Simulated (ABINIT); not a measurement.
# HfB2 (P6/mmm) in ABINIT: notebook, part 2 of 2

ABINIT 10.8.3 (patched build).

## 3. Equation of state, WC

run.abi reads:

```
ndtset 7
getwfk -1
scalecart1 3*0.9795861087
scalecart2 3*0.9864848297
scalecart3 3*0.9932883884
scalecart4 3*1.0000000000
scalecart5 3*1.0066227096
scalecart6 3*1.0131594038
scalecart7 3*1.0196128224

pp_dirpath "./"
pseudos "Hf.GGA_PBE-JTH.xml, B.GGA_PBE-JTH.xml"

acell 3.14 3.14 3.48 Angstrom
rprim
     1.0000000000     0.0000000000     0.0000000000
    -0.5000000000     0.8660254038     0.0000000000
     0.0000000000     0.0000000000     1.0000000000
ntypat 2
znucl 72 5
natom 3
typat 1 2 2
xred
     0.0000000000     0.0000000000     0.0000000000
     0.6666666667     0.3333333333     0.5000000000
     0.3333333333     0.6666666667     0.5000000000

ecut 19.0
pawecutdg 38.0

kptopt 1
ngkpt 10 10 8
nshiftk 1
shiftk 0.0 0.0 0.0

ixc 23

nband 13
occopt 3
tsmear 0.00183747

nstep 100
tolvrs 1.0e-9

iomode 3
prtwf 1
prtden 0
prteig 0
prtebands 0
```

Potentials or basis: JTH PAW PBE v2.0.

The run is started by

```console
abinit run.abi > log 2>&1
```

run.abo:

```text
.Version 10.8.3 of ABINIT
 DATASET    1 : space group P6/m m m (#191); Bravais hP (primitive hexag.)
================================================================================
 Values of the parameters that define the memory need for DATASET  1.
     intxc =       0    ionmov =       0      iscf =      17    lmnmax =      18
     lnmax =       6     mgfft =      27  mpssoang =       3    mqgrid =    3001
     natom =       3  nloc_mem =       2    nspden =       1   nspinor =       1
    nsppol =       1      nsym =      24    n1xccc =       1    ntypat =       2
    occopt =       3   xclevel =       2
       mpw =         757          nfft =       15552          nkpt =          70
 PAW method is used; the additional fine FFT grid is defined by:
   mgfftf=        36    nfftf =     46656
================================================================================
================================================================================
[... 71 lines left out ...]
 DATASET    7 : space group P6/m m m (#191); Bravais hP (primitive hexag.)
================================================================================
 Values of the parameters that define the memory need for DATASET  7.
     intxc =       0    ionmov =       0      iscf =      17    lmnmax =      18
     lnmax =       6     mgfft =      30  mpssoang =       3    mqgrid =    3001
     natom =       3  nloc_mem =       2    nspden =       1   nspinor =       1
    nsppol =       1      nsym =      24    n1xccc =       1    ntypat =       2
    occopt =       3   xclevel =       2
       mpw =         856          nfft =       17280          nkpt =          70
 PAW method is used; the additional fine FFT grid is defined by:
   mgfftf=        40    nfftf =     51840
================================================================================
================================================================================

--------------------------------------------------------------------------------
------------- Echo of variables that govern the present computation ------------
--------------------------------------------------------------------------------
 -outvars: echo values of preprocessed input variables --------
            acell      5.9337400354E+00  5.9337400354E+00  6.5762469182E+00 Bohr
              amu      1.78490000E+02  1.08110000E+01
             ecut      1.90000000E+01 Hartree
           getwfk          -1
                       outvar_i_n : Printing only first  50 k-points.
              ixc          23
           jdtset        1    2    3    4    5    6    7
                       outvar_i_n : Printing only first  50 k-points.
         kptrlatt       10    0    0      0   10    0      0    0    8
          kptrlen1     5.15360010E+01
          kptrlen2     5.18989426E+01
          kptrlen3     5.22568776E+01
          kptrlen4     5.26099753E+01
          kptrlen5     5.29583959E+01
          kptrlen6     5.33022913E+01
          kptrlen7     5.36418054E+01
            natom           3
            nband          13
           ndtset           7
            ngfft1         24      24      27
            ngfft2         24      24      27
            ngfft3         24      24      27
            ngfft4         24      24      27
            ngfft5         24      24      27
            ngfft6         24      24      30
            ngfft7         24      24      30
          ngfftdg1         36      36      36
          ngfftdg2         36      36      40
          ngfftdg3         36      36      40
          ngfftdg4         36      36      40
          ngfftdg5         36      36      40
[... 85 lines left out ...]
            znucl       72.00000    5.00000

================================================================================

 chkinp: Checking input parameters for consistency, jdtset=   1.

 chkinp: Checking input parameters for consistency, jdtset=   2.
[... 40 lines left out ...]
 getcut: wavevector=  0.0000  0.0000  0.0000  ngfft=  36  36  36
         ecut(hartree)=     38.000   => boxcut(ratio)=   2.01384

--- Pseudopotential description ------------------------------------------------
- pspini: atom type   1  psp file is ./Hf.GGA_PBE-JTH.xml
 Pseudopotential format is: paw10
 basis_size (lnmax)=  6 (lmn_size= 18), orbitals=   0   0   1   1   2   2
 Spheres core radius: rc_sph= 2.41119446
 Shapefunction is SIN type: shapef(r)=[sin(pi*r/rshp)/(pi*r/rshp)]**2
 Radius for shape functions =  2.41119446
 Compensation charge density is not taken into account in XC energy/potential

- pspini: atom type   2  psp file is ./B.GGA_PBE-JTH.xml
 Pseudopotential format is: paw10
 basis_size (lnmax)=  4 (lmn_size=  8), orbitals=   0   0   1   1
 Spheres core radius: rc_sph= 1.70616958
 Shapefunction is SIN type: shapef(r)=[sin(pi*r/rshp)/(pi*r/rshp)]**2
 Radius for shape functions =  1.40269776
 Compensation charge density is not taken into account in XC energy/potential

   1.82194203E+03                                ecore*ucvol(ha*bohr**3)
--------------------------------------------------------------------------------

[... 185 lines left out ...]
 getcut: wavevector=  0.0000  0.0000  0.0000  ngfft=  36  36  40
         ecut(hartree)=     38.000   => boxcut(ratio)=   2.21629

 getcut : COMMENT -
  Note that boxcut > 2.2 ; recall that boxcut=Gcut(box)/Gcut(sphere) = 2
  is sufficient for exact treatment of convolution.
  Such a large boxcut is a waste : you could raise ecut
  e.g. ecut=   46.663457 Hartrees makes boxcut=2

--------------------------------------------------------------------------------

-inwffil : will read wavefunctions from disk file runo_DS1_WFK.nc

================================================================================
[... 182 lines left out ...]
 getcut: wavevector=  0.0000  0.0000  0.0000  ngfft=  36  36  40
         ecut(hartree)=     38.000   => boxcut(ratio)=   2.20111

 getcut : COMMENT -
  Note that boxcut > 2.2 ; recall that boxcut=Gcut(box)/Gcut(sphere) = 2
  is sufficient for exact treatment of convolution.
  Such a large boxcut is a waste : you could raise ecut
  e.g. ecut=   46.026400 Hartrees makes boxcut=2

--------------------------------------------------------------------------------

-inwffil : will read wavefunctions from disk file runo_DS2_WFK.nc

================================================================================
[... 902 lines left out ...]
-Cartesian components of stress tensor (GPa)         [Pressure= -1.6513E+01 GPa]
- sigma(1 1)=  1.71084590E+01  sigma(3 2)=  0.00000000E+00
- sigma(2 2)=  1.71084590E+01  sigma(3 1)=  0.00000000E+00
- sigma(3 3)=  1.53230383E+01  sigma(2 1)=  0.00000000E+00

== END DATASET(S) ==============================================================
================================================================================

 -outvars: echo values of variables after computation  --------
            acell      5.9337400354E+00  5.9337400354E+00  6.5762469182E+00 Bohr
           etotal1    -5.5941581501E+01
           etotal2    -5.5943073927E+01
           etotal3    -5.5943731091E+01
           etotal4    -5.5943631945E+01
           etotal5    -5.5942850091E+01
           etotal6    -5.5941448024E+01
           etotal7    -5.5939486193E+01
            fcart1    -0.0000000000E+00 -0.0000000000E+00 -0.0000000000E+00
                      -2.3162103962E-29 -4.0117940872E-29 -0.0000000000E+00
                       2.3162103962E-29  4.0117940872E-29 -0.0000000000E+00
            fcart2     7.6667086360E-30  3.9837386652E-29 -0.0000000000E+00
                       7.6667086360E-30  1.3279128884E-29 -0.0000000000E+00
                      -1.5333417272E-29 -5.3116515536E-29 -0.0000000000E+00
            fcart3    -0.0000000000E+00 -0.0000000000E+00 -0.0000000000E+00
                      -0.0000000000E+00 -0.0000000000E+00 -0.0000000000E+00
                      -0.0000000000E+00 -0.0000000000E+00 -0.0000000000E+00
            fcart4     7.5630917631E-30  4.3665530653E-30 -0.0000000000E+00
[... 52 lines left out ...]
           xangst3     0.0000000000E+00  0.0000000000E+00  0.0000000000E+00
                       1.5594627698E+00  9.0035624994E-01  1.7283217958E+00
                      -5.1479176430E-17  1.8007124999E+00  1.7283217958E+00
           xangst4     0.0000000000E+00  0.0000000000E+00  0.0000000000E+00
                       1.5700000000E+00  9.0643992264E-01  1.7400000000E+00
                       2.4125095698E-17  1.8128798453E+00  1.7400000000E+00
           xangst5     0.0000000000E+00  0.0000000000E+00  0.0000000000E+00
                       1.5803976541E+00  9.1244301102E-01  1.7515235147E+00
                       2.1431562209E-17  1.8248860220E+00  1.7515235147E+00
           xangst6     0.0000000000E+00  0.0000000000E+00  0.0000000000E+00
                       1.5906602640E+00  9.1836813161E-01  1.7628973626E+00
                      -2.0393969361E-17  1.8367362632E+00  1.7628973626E+00
           xangst7     0.0000000000E+00  0.0000000000E+00  0.0000000000E+00
                       1.6007921312E+00  9.2421776786E-01  1.7741263110E+00
                       7.6371014847E-17  1.8484355357E+00  1.7741263110E+00
             xred      0.0000000000E+00  0.0000000000E+00  0.0000000000E+00
                       6.6666666667E-01  3.3333333333E-01  5.0000000000E-01
                       3.3333333333E-01  6.6666666667E-01  5.0000000000E-01
 Calculation completed.
```

Wall time 2.4 min (1 thread of Intel Xeon at 2.70GHz, shared host); peak memory 0.16 GiB.

Results:

| Quantity | Value |
| --- | --- |
| Equilibrium volume | 9.78 Å³/atom |
| Bulk modulus at fixed shape and positions | 264 GPa |
| Pressure derivative of the bulk modulus | 3.9 |

Energy against volume, from the lowest point:
| volume (Å³/atom) | energy (meV/atom) |
| --- | --- |
| 9.311 | 19.50 |
| 9.509 | 5.96 |
| 9.707 | 0.00 |
| 9.905 | 0.90 |
| 10.103 | 7.99 |
| 10.301 | 20.71 |
| 10.499 | 38.50 |

Caveat: pressures at fixed basis lie under the slope of the energies; the cell was scaled at fixed shape and fractional positions, which overstates the stiffness of a crystal with free parameters, most of all of layers and chains; the PAW data sets were made with another functional, which shifts forces and pressure a little; the atomic spheres overlap. The run has no spin-orbit coupling, so splittings on Hf are missing.

## 4. Band structure, LDA-PZ

run.abi reads:

```
ndtset 2

pp_dirpath "./"
pseudos "Hf.LDA_PW-JTH.xml, B.LDA_PW-JTH.xml"

acell 3*1.0
rprim
     5.9337400313     0.0000000000     0.0000000000
    -2.9668700157     5.1387696066     0.0000000000
     0.0000000000     0.0000000000     6.5762469137
ntypat 2
znucl 72 5
natom 3
typat 1 2 2
xred
     0.0000000000     0.0000000000     0.0000000000
     0.6666666667     0.3333333333     0.5000000000
     0.3333333333     0.6666666667     0.5000000000

ecut 17.0
pawecutdg 34.0

ixc 2

occopt 3
tsmear 0.00183747

nstep 100

iomode 3
prtwf 0
prteig 0
prtebands 0
enunit 1
prtden1 1

kptopt1 1
ngkpt1 10 10 8
nshiftk1 1
shiftk1 0.0 0.0 0.0
nband1 13
tolvrs1 1.0e-9

iscf2 -2
getden2 1
nband2 19
nbdbuf2 4
tolwfr2 1.0e-11
kptopt2 -7
ndivsm2 5
prteig2 1
kptbounds2
     0.0000000000     0.0000000000     0.0000000000
     0.5000000000     0.0000000000     0.0000000000
     0.3333333333     0.3333333333     0.0000000000
     0.0000000000     0.0000000000     0.0000000000
     0.0000000000     0.0000000000     0.5000000000
     0.5000000000     0.0000000000     0.5000000000
     0.3333333333     0.3333333333     0.5000000000
     0.0000000000     0.0000000000     0.5000000000
```

Potentials or basis: JTH PAW LDA v2.0.

The run is started by

```console
abinit run.abi > log 2>&1
```

It took 40 s on 1 thread of Intel Xeon at 2.70GHz, shared host; peak memory 0.11 GiB.

The run converged. Its results:

* Free energy: -1528.0697 eV
* Pressure: -10.2 GPa
* Band gap on the k mesh: none (metal or under the smearing width)
* Valence electrons inside the program's atomic spheres: Hf 9.70; B 1.85

Stress tensor (GPa, compression positive):
```
-10.31   0.00   0.00
  0.00 -10.31   0.00
  0.00   0.00  -9.99
```

Levels at the corners of the path, in eV from the Fermi level:
```tsv
point	band 7	band 8	band 9	band 10	band 11	band 12
Γ	-2.77	-2.77	-2.59	4.07	4.07	4.71
M	-4.00	-3.27	-2.75	2.27	2.80	5.68
K	-7.59	-2.47	-2.47	1.83	1.83	3.52
Γ	-2.77	-2.77	-2.59	4.07	4.07	4.71
A	-1.05	-1.05	0.42	0.42	1.07	1.07
L	-4.82	-4.58	-2.47	4.19	4.26	6.30
H	-5.31	-2.99	-2.99	4.50	5.48	7.04
A	-1.05	-1.05	0.42	0.42	1.07	1.07
```

Caveat: spin-orbit coupling is left out, which moves the levels of the heavy elements.

## 5. For comparison

An earlier run on the cell as given: functional PBE; potentials or basis JTH PAW PBE v2.0; cutoff 517 eV; k mesh 10 × 10 × 8; occupations fermi-dirac, width 0.05 eV; no spin polarisation.

* Pressure: 1.2 GPa
* Band gap on the k mesh: none (metal or under the smearing width)
* Valence electrons inside the program's atomic spheres: Hf 9.70; B 1.86

## 6. Overview

```tsv
task	level	potentials or basis	cutoff (eV)	fine-grid cutoff	gap on the mesh (eV)	pressure (GPa)
equation of state	WC	JTH PAW PBE v2.0	517	1034.03 eV	-	-
band structure	LDA-PZ	JTH PAW LDA v2.0	463	925.187 eV	none	-10.2
single point	PBE	JTH PAW PBE v2.0	517	1034.03 eV	none	1.2
```

Alike in all rows: no spin polarisation; cell as given; k mesh 10 × 10 × 8; smearing fermi-dirac 0.05 eV.

Caveats: pressures at fixed basis lie under the slope of the energies (some runs); the cell was scaled at fixed shape and fractional positions, which overstates the stiffness of a crystal with free parameters, most of all of layers and chains (some runs); the PAW data sets were made with another functional, which shifts forces and pressure a little (some runs); the atomic spheres overlap (some runs); spin-orbit coupling is left out, which moves the levels of the heavy elements (some runs).

Total energies depend on the potentials used, so only differences within one code and one set of settings carry meaning.
